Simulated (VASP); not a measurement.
Write the native input for VASP 6.6.1 that does the following.

```
Task                   : relaxation of the atoms
Functional             : PBEsol
Potentials or basis    : VASP PAW PBE potentials, release 64 (C)
Cutoff                 : 520 eV
k mesh                 : 6 × 10 × 1
Occupations            : gaussian, width 0.05 eV
Spin                   : no spin polarisation
Dipole correction      : yes
Further INCAR settings : ALGO = Fast; EDIFF = 1e-07; IBRION = 2; EDIFFG = -0.015; NSW = 100
```

The structure of C lies in POSCAR:

```
C
1.0
    5.0441320810      0.0000000000      0.0000000000
    0.0000000000      2.5220660410      0.0000000000
    0.0000000000      0.0000000000     23.6251650000
C
20
Direct
    0.3450000000      1.0000000000      0.3386219736
    0.2500000000      0.5000000000      0.3678994411
    0.0000000000      0.5000000000      0.4056424579
    0.0000000000      0.0000000000      0.4433854748
    0.2500000000      0.0000000000      0.4811284916
    0.2500000000      0.5000000000      0.5188715084
    0.0000000000      0.5000000000      0.5566145252
    0.0000000000      0.0000000000      0.5943575421
    0.2500000000      0.0000000000      0.6321005589
    0.3450000000      0.5000000000      0.6613780264
    0.6550000000      1.0000000000      0.3386219736
    0.7500000000      0.5000000000      0.3678994411
    0.5000000000      0.5000000000      0.4056424579
    0.5000000000      0.0000000000      0.4433854748
    0.7500000000      0.0000000000      0.4811284916
    0.7500000000      0.5000000000      0.5188715084
    0.5000000000      0.5000000000      0.5566145252
    0.5000000000      0.0000000000      0.5943575421
    0.7500000000      0.0000000000      0.6321005589
    0.6550000000      0.5000000000      0.6613780264
```

The slab is cut from a database's or a generator's crystal, which needn't be the stable form of the element.

One way to write it, as run:

INCAR

```
ALGO = Fast
DIPOL = 0.5 0.5 0.500
EDIFF = 1E-7
EDIFFG = -0.015
ENCUT = 520
GGA = PS
IBRION = 2
IDIPOL = 3
ISIF = 2
ISMEAR = 0
KPAR = 8
LASPH = T
LCHARG = F
LDIPOL = T
LREAL = F
LWAVE = F
NELM = 60
NSW = 100
PREC = Accurate
SIGMA = 0.05
```

KPOINTS

```
k-points
0
Gamma
  6 10 1
```

Potentials or basis: VASP PAW PBE potentials, release 64 (C).

Command:

```console
$ cat potpaw_PBE.64/C/POTCAR > POTCAR
$ mpirun -np 8 vasp_std > vasp.out
```

Results of the run:

- Energy gained by relaxing: 123.1 meV/atom
- Ionic steps: 16
- Largest force after relaxing: 0.013 eV/Å
- Band gap on the k mesh: 1.27 eV, indirect (least direct gap 2.00 eV)

Caveat: the PAW data sets were made with another functional, which shifts forces and pressure a little.

It took 19 min on 8 MPI ranks on Intel(R) Xeon(R) Platinum 8259CL CPU @ 2.50GHz (Skylake/Cascade Lake) (shared host), peak memory 0.54 GiB a rank.
